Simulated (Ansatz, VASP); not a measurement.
## Ta in VASP and in Ansatz

```xyz
1
Lattice="-1.6612 1.6612 1.6612 1.6612 -1.6612 1.6612 1.6612 1.6612 -1.6612" Properties=species:S:1:pos:R:3 pbc="T T T"
Ta    0.0000    0.0000    0.0000
```

Alike in both runs: functional PBE; k mesh 16 × 16 × 16; occupations fermi-dirac, width 0.15 eV; no spin polarisation.

Ansatz relaxed the structure, and its values are those at the end. VASP's run is a single point on that final structure, the one shown.

```csv
,VASP,Ansatz
version,VASP 6.6.1,Ansatz 0.2.0
potentials or method,"VASP PAW PBE potentials, release 64 (Ta_pv)","scalar-relativistic, plane waves, PAW"
plane-wave cutoff (eV),520,420
valence electrons in the cell,11,13
```

Ansatz gave:

```
gap on the k mesh at the Fermi level (eV) : none
pressure (GPa)                            : 0.0
```

Estimate VASP's values.

gap on the k mesh at the Fermi level (eV): none; pressure (GPa): 0.1.

A gap of «none» marks a metal or a gap that the smearing closes. The two sets of potentials don't hold the same shells in valence.

The runs have no spin-orbit coupling, so splittings on Ta are missing.
